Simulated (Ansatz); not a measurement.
# Ag: the cost of one run

Program: Ansatz 0.2.0. Level of theory: DFT PBE, scalar-relativistic, plane waves, PAW. These are calculated values, not measurements.

4 further runs of the same task are left out: 3 that didn't finish, 1 set aside as unsound or not needed.

## 1. The starting structure

The structure is cubic, space group Fm-3m (No. 225). The conventional cell has a = 4.147 Å, b = 4.147 Å, c = 4.147 Å, α = 90.00°, β = 90.00°, γ = 90.00°. Ag (site symmetry m-3m) has 12 Ag at 2.93 Å as nearest neighbours.

Structure file:

```cif
data_structure
_symmetry_space_group_name_H-M 'P 1'
_symmetry_Int_Tables_number 1
_cell_length_a 2.9325
_cell_length_b 2.9325
_cell_length_c 2.9325
_cell_angle_alpha 60.000
_cell_angle_beta 60.000
_cell_angle_gamma 60.000
_cell_volume 17.83
loop_
_atom_site_label
_atom_site_type_symbol
_atom_site_fract_x
_atom_site_fract_y
_atom_site_fract_z
_atom_site_occupancy
Ag1 Ag 0.00000 0.00000 0.00000 1
```

This cell was relaxed beforehand with the same method: volume 17.83 Å³/atom, gap on the mesh none (metal).

## 2. Static run: bands, density of states and charges

Input file input.yaml:

```yaml
crystal:
  lattice:
    - [0.0, 2.0735893385, 2.0735893385]
    - [2.0735893385, 0.0, 2.0735893385]
    - [2.0735893385, 2.0735893385, 0.0]
  atoms:
    - { symbol: Ag, position: [0.0, 0.0, 0.0] }
basis:
  ecutwfc: 420
kpoints:
  mp_grid: { grid: [18, 18, 18] }
  band_path:
    path:
      - [[0.0, 0.0, 0.0], [0.5, 0.0, 0.5], [0.625, 0.25, 0.625]]
      - [[0.375, 0.375, 0.75], [0.0, 0.0, 0.0], [0.5, 0.5, 0.5], [0.5, 0.25, 0.75], [0.5, 0.0, 0.5]]
    npoints: 14
hamiltonian:
  xc: pbe
scf:
  occupations: { method: gaussian, width: 0.1 }
  n_extra_bands: 6
output:
  forces: true
  stress: true
  eigenvalues: true
  populations: true
  dos: { projected: true, de: 0.02, nscf_kmesh: { grid: [27, 27, 27] } }
  bader: true
  write_density: true
  write_potential: true
  elf: true
  volumetric_format: npy
```

Launch:

```console
$ ansatz run input.yaml --threads 1 --pin off --max-ram 2560MiB --backend cpu --events-out ev --progress --plain --runs-dir out
```

Q: Estimate wall time and peak memory on 1 thread of Intel Xeon Platinum 8375C at 2.90GHz (Ice Lake), shared host.

About 9.6 s, with a peak of 0.4 GiB.
